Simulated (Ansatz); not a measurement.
Crystal: BaTiO3.

```xyz
10
Lattice="2.8277 -4.8977 0.0000 5.6553 0.0000 0.0000 2.8277 -1.6326 4.6355" Properties=species:S:1:pos:R:3 pbc="T T T"
Ba   10.8219   -6.0849    4.5142
Ba    6.3212   -3.3977    1.6175
Ti    8.6164   -5.4670    3.6268
Ti    2.7140   -1.6689    1.6036
O     5.6050   -2.0669    4.3690
O     2.8624   -3.1692    1.6723
O     4.0835   -3.1010    0.0907
O     4.2978   -5.1345    2.6004
O     7.1689   -2.5577    0.2453
O     6.8900   -4.9010    2.5414
```

* Program: Ansatz 0.2.0
* Task: relaxation of cell and atoms
* Functional: PBE
* Potentials or basis: Ansatz PAW
* Cutoff: 420 eV (not typed: the program's choice for these potentials)
* k mesh: 6 × 6 × 6
* Occupations: fermi-dirac, width 0.05 eV
* Spin: no spin polarisation
* Hubbard terms: Ti d U = 5 eV

At the start: volume 12.84 Å³/atom.

Problem. Where does the relaxation end?

Solution. It ends after 13 steps and the volume is 13.26 Å³/atom (+3.3 %); space group R3m (No. 160, to 0.05 Å).

Step by step:
```csv
step,energy change (eV),largest force (eV/Å),volume (Å³)
1,0.0000,20.5279,128.39
2,-11.6307,10.9731,136.34
3,-18.8281,5.8636,141.68
4,-22.4487,3.0295,142.42
5,-24.4583,1.3784,138.41
6,-25.4072,0.4452,132.57
7,-25.5015,0.1588,132.54
8,-25.5173,0.0373,131.94
9,-25.5168,0.0109,132.85
10,-25.5190,0.0045,132.39
11,-25.5351,0.0045,132.39
12,-25.5344,0.0009,132.64
13,-25.5353,0.0009,132.64
```

Final structure:
```yaml
crystal:
  lattice:
    - [2.86043, -4.95322, -0.00068]
    - [5.73000, 0.00527, -0.00795]
    - [2.85696, -1.65244, 4.66809]
  atoms:
    - { symbol: Ba, position: [0.00484, 0.99333, 0.99686] }
    - { symbol: Ba, position: [0.50484, 0.49334, 0.49685] }
    - { symbol: Ti, position: [0.75887, 0.73055, 0.75145] }
    - { symbol: Ti, position: [0.25887, 0.23055, 0.25145] }
    - { symbol: O, position: [0.99662, 0.51228, 0.98782] }
    - { symbol: O, position: [0.49663, 0.01228, 0.48781] }
    - { symbol: O, position: [0.50344, 0.51234, 0.98773] }
    - { symbol: O, position: [0.00346, 0.01233, 0.48773] }
    - { symbol: O, position: [0.49686, 0.01215, 0.99419] }
    - { symbol: O, position: [0.99687, 0.51214, 0.49421] }
```

Caveat: the electronic state changed during the relaxation; the plane-wave basis is chosen anew once the cell has moved, so the energies of steps on either side of that aren't comparable; the pressure holds a Pulay correction of +0.5 GPa for the finite cutoff.
